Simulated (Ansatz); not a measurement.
Base system: AlSb in the zinc blende structure (space group F-43m, No. 216; a = 6.157 Å).

Perturbation: a negative pressure, −2 GPa.

Levels (all Ansatz, a program for electronic structure, PAW): PBEsol (420 eV, no spin-orbit coupling); HSE06+SOC (420 eV, spin-orbit coupling included).

The geometry is relaxed with PBEsol.

* **PBEsol band gap**: 1.16 eV
* **PBEsol valence-band top at Γ**: 0.00, 0.00, 0.00 eV

Predict the band gap and valence-band top at Γ from HSE06+SOC.

The band gap increases by 0.45 eV to 1.61 eV; the valence-band top at Γ (three highest Kramers pairs, from the VBM) changes from 0.00, 0.00, 0.00 eV to 0.00, 0.00, -0.71 eV. The threefold valence maximum splits by Δso ≈ 0.71 eV.

Single points use the geometry relaxed with PBEsol. Differences between runs with and without spin-orbit coupling are approximate. Spin-orbit coupling, missing from the scalar runs, can matter with Sb. Load acts through the strain it causes; cell and atoms are relaxed under it. Stability against distortions was not tested.
